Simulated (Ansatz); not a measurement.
**Nb: frozen-core PAW against all-electron methods**

```
Nb
1.0
     0.00000    2.11500    2.11500
     2.11500    0.00000    2.11500
     2.11500    2.11500    0.00000
Nb
1
Direct
  0.00000 0.00000 0.00000
```

The conventional cell has a = 4.230 Å, b = 4.230 Å, c = 4.230 Å, α = 90.00°, β = 90.00°, γ = 90.00°. Nb (atom 1) is surrounded by 12 Nb at 2.99 Å.

The cell is COD entry 1534903, as deposited and not checked against the literature; nothing was relaxed.

Levels of theory: DFT, PBE, PAW with Ansatz's default frozen-core files, fully relativistic files with spin-orbit coupling (Ansatz 0.2.0); DFT, PBE, all-electron LAPW, Dirac equation with spin-orbit coupling (Ansatz 0.2.0).

For PAW: a Γ-centred 13×13×13 k mesh, Fermi–Dirac smearing of 0.08 eV, cutoff 420 eV, no spin polarisation. LAPW targets a basis error of 0.25 meV/atom. The Ansatz runs share mesh, smearing and spin set-up. Plane-wave (PAW) pressures include the program's estimate of the Pulay term.

Stress and pressure are positive in compression.

Levels count from the Fermi level.

```
                      quantity     PAW    LAPW
                pressure (GPa)   -1.07   -1.08
highest filled level at Γ (eV)  -6.153  -6.153
  lowest empty level at Γ (eV)   0.086   0.087
highest filled level at X (eV)  -3.262  -3.262
  lowest empty level at X (eV)   3.545   3.544
```

PAW's pressure differs from the LAPW value by about 0.01 GPa or less.
